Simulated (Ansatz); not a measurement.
Input and command of a calculation in Ansatz (plane waves; scalar-relativistic PAW potentials unless the input names others):

```yaml
crystal:
  lattice:
    - [4.2100862796, 0.0, 0.0]
    - [-2.1050431398, 3.6460416703, 0.0]
    - [0.0, 0.0, 6.2419819954]
  atoms:
    - { symbol: Mg, position: [0.6666666667, 0.3333333333, 0.4874377481] }
    - { symbol: Mg, position: [0.3333333333, 0.6666666667, 0.9874377481] }
    - { symbol: S, position: [0.3333333333, 0.6666666667, 0.3875612519] }
    - { symbol: S, position: [0.6666666667, 0.3333333333, 0.8875612519] }
basis:
  ecutwfc: 420
kpoints:
  mp_grid: { grid: [6, 6, 4] }
hamiltonian:
  xc: pbesol
scf:
  occupations: { method: gaussian, width: 0.02 }
  max_iter: 60
output:
  forces: true
  eigenvalues: true
  stress: true
relax:
  adjacent_minimum: "off"
  f_tol: 0.008
  max_steps: 2
  cell: { stress_tol: 0.015, fix: [a, b, gamma] }
```

```bash
ansatz run input.yaml --threads 1 --pin off --max-ram 2560MiB --backend cpu --events-out ev --progress --plain --runs-dir out
```

Abridged log:
```
Basis set: ecut = 420 eV, 1863 PW (Γ), exchange–correlation on 60×60×90 points (8 copies of the dense FFT grid, shifted against one another)
Bands: 20, of which v1, the nominal top of the filled ones, is band 16 counted from 1 (15 counted from 0)
Symmetry: 12 space group operations
k-points: 21 of 144 (time reversal used)
SCF iter   1: F=—  HF=-5599.467569 eV  |F-HF|=—  |Δ(HF+E_count)|=         —  Δρ=2.87e-3  dr2=1.43e-2  ethr=1.77e-3  ⟨swp⟩=6.5  Hψ=2121  notcnv=0
SCF iter   2: F=—  HF=-5599.460343 eV  |F-HF|=—  |Δ(HF+E_count)|=   7.23e-3  Δρ=1.45e-3  dr2=3.46e-3  ethr=4.48e-5  ⟨swp⟩=2.0  Hψ=822  notcnv=0
SCF iter   3: F=—  HF=-5599.459587 eV  |F-HF|=—  |Δ(HF+E_count)|=   7.57e-4  Δρ=4.55e-4  dr2=1.38e-4  ethr=1.08e-5  ⟨swp⟩=3.0  Hψ=840  notcnv=0
SCF iter   4: F=—  HF=-5599.459581 eV  |F-HF|=—  |Δ(HF+E_count)|=   5.51e-6  Δρ=1.39e-4  dr2=2.81e-5  ethr=4.31e-7  ⟨swp⟩=2.0  Hψ=756  notcnv=0
SCF iter   5: F=—  HF=-5599.459585 eV  |F-HF|=—  |Δ(HF+E_count)|=   4.04e-6  Δρ=6.93e-5  dr2=7.30e-6  ethr=8.79e-8  ⟨swp⟩=2.6  Hψ=752  notcnv=0
SCF iter   6: F=—  HF=-5599.459586 eV  |F-HF|=—  |Δ(HF+E_count)|=   7.24e-7  Δρ=1.49e-5  dr2=2.78e-7  ethr=2.28e-8  ⟨swp⟩=2.2  Hψ=593  notcnv=0
SCF iter   7: F=-5599.459586 eV  HF=-5599.459586 eV  |F-HF|=9.01e-9  |Δ(HF+E_count)|=   1.74e-7  Δρ=1.67e-6  dr2=5.09e-9  ethr=3.13e-10  ⟨swp⟩=5.3  Hψ=1855  notcnv=0
SCF 1 converged in 7 iterations: F = -5599.459586 eV  dr2 = 5.09e-9
relax step   1: F+E_penalty+E_count = -5599.45958625 eV  Δ(F+E_penalty+E_count) = +0.000e0 eV  max|allowed force component| = 3.713e-2 eV/Å  Δτ_max = 0.0000 Å  P = -3.459 GPa  Ω = 95.815 Å³  fix = [a, b, gamma]  reactions: a -4.226, b -4.226 GPa (7 SCF iters, dr2 threshold 1.00e-7 eV, accepted)
Crystal: 4 atoms, lattice volume = 94.047 Å³
Basis set: ecut = 420 eV, 1839 PW (Γ), exchange–correlation on 60×60×90 points (8 copies of the dense FFT grid, shifted against one another)
Initial density: handed on by an earlier stage of this run
Initial wavefunctions: those handed on with the density
SCF iter   1: F=—  HF=-5599.474200 eV  |F-HF|=—  |Δ(HF+E_count)|=         —  Δρ=1.25e-3  dr2=1.15e-3  ethr=3.40e-6  ⟨swp⟩=2.8  Hψ=2709  notcnv=0
SCF iter   2: F=—  HF=-5599.474117 eV  |F-HF|=—  |Δ(HF+E_count)|=   8.31e-5  Δρ=6.82e-4  dr2=3.70e-4  ethr=3.40e-6  ⟨swp⟩=1.7  Hψ=528  notcnv=0
SCF iter   3: F=—  HF=-5599.474157 eV  |F-HF|=—  |Δ(HF+E_count)|=   4.05e-5  Δρ=1.01e-4  dr2=1.66e-5  ethr=1.16e-6  ⟨swp⟩=2.2  Hψ=558  notcnv=0
SCF iter   4: F=—  HF=-5599.474157 eV  |F-HF|=—  |Δ(HF+E_count)|=   6.20e-8  Δρ=3.02e-5  dr2=9.97e-7  ethr=5.20e-8  ⟨swp⟩=3.0  Hψ=796  notcnv=0
SCF iter   5: F=—  HF=-5599.474159 eV  |F-HF|=—  |Δ(HF+E_count)|=   1.40e-6  Δρ=7.79e-6  dr2=6.19e-8  ethr=3.11e-9  ⟨swp⟩=2.1  Hψ=728  notcnv=0
SCF iter   6: F=—  HF=-5599.474159 eV  |F-HF|=—  |Δ(HF+E_count)|=   1.19e-7  Δρ=2.16e-6  dr2=7.57e-9  ethr=1.94e-10  ⟨swp⟩=2.6  Hψ=667  notcnv=0
SCF iter   7: F=—  HF=-5599.474159 eV  |F-HF|=—  |Δ(HF+E_count)|=   1.46e-8  Δρ=6.74e-7  dr2=7.04e-10  ethr=2.37e-11  ⟨swp⟩=2.0  Hψ=585  notcnv=0
SCF iter   8: F=—  HF=-5599.474159 eV  |F-HF|=—  |Δ(HF+E_count)|=  7.39e-10  Δρ=1.61e-7  dr2=3.59e-11  ethr=2.20e-12  ⟨swp⟩=2.3  Hψ=619  notcnv=0
SCF iter   9: F=-5599.474159 eV  HF=-5599.474159 eV  |F-HF|=1.82e-12  |Δ(HF+E_count)|=  1.91e-11  Δρ=2.62e-8  dr2=8.21e-13  ethr=1.00e-12  ⟨swp⟩=5.7  Hψ=1718  notcnv=0
SCF 2 converged in 9 iterations: F = -5599.474159 eV  dr2 = 8.21e-13
relax step   2: F+E_penalty+E_count = -5599.47415871 eV  Δ(F+E_penalty+E_count) = -1.457e-2 eV  max|allowed force component| = 1.830e-2 eV/Å  Δτ_max = 0.0121 Å  P = -2.745 GPa  Ω = 94.047 Å³  energy of the carried Pulay correction = +3.818e-5 eV  fix = [a, b, gamma]  reactions: a -3.723, b -3.723 GPa (9 SCF iters, accepted)
Step failed. What follows is not a result of the run: it is the report of the last solve that finished, which converged after 9 SCF iterations.
Free energy (F): -5599.474159 eV
Harris-Foulkes:  -5599.474159 eV  (|F-HF|=1.82e-12)
Internal energy: -5599.474159 eV  (E = F + TS)
E sigma→0 (E₀):  -5599.474159 eV
Fermi energy:    4.594225 eV
--- Forces (eV/Å), atoms counted from 1 ---
  atom   1  Mg     0.00000000     0.00000000    -0.01830286
  atom   2  Mg     0.00000000     0.00000000    -0.01830286
  atom   3  S      0.00000000     0.00000000     0.01830278
  atom   4  S      0.00000000     0.00000000     0.01830278
--- Stress (GPa, compression-positive) ---
       -3.726265       0.000000       0.000000
        0.000000      -3.726265       0.000000
        0.000000       0.000000      -0.794043
  P = ⅓ Tr σ = -2.7489 GPa (-27.489 kbar)
End of that report.
this run last wrote the structure of step 2 to <dir>
```

**Question.** What should be changed?

**Answer.** The fault is too few relaxation steps (relax.max_steps: 40 → 2, the first being the value of the sound run). Setting it back cures it. The log, from which this was withheld above, says: «Error: variable-cell relaxation did not converge after 2 steps: max|allowed force component| = 1.83e-2 eV/Å (threshold 8.0e-3), largest principal stress residual = 7.91e-1 GPa on the free part of the cell (threshold 1.5e-2). Raise `relax.max_steps` over both its present limit and 2, loosen the thresholds …» The run stopped without converging. A reference run from the same start on usual settings converged, and the end of its own relaxation has pressure -1.50 GPa, largest force 0.000 eV/Å, gap on the mesh 2.75 eV (its cell was held, or driven to that pressure on purpose).

Time: 8 s on 1 thread of Arm Neoverse V2, with other jobs on the host, peak memory 0.34 GiB.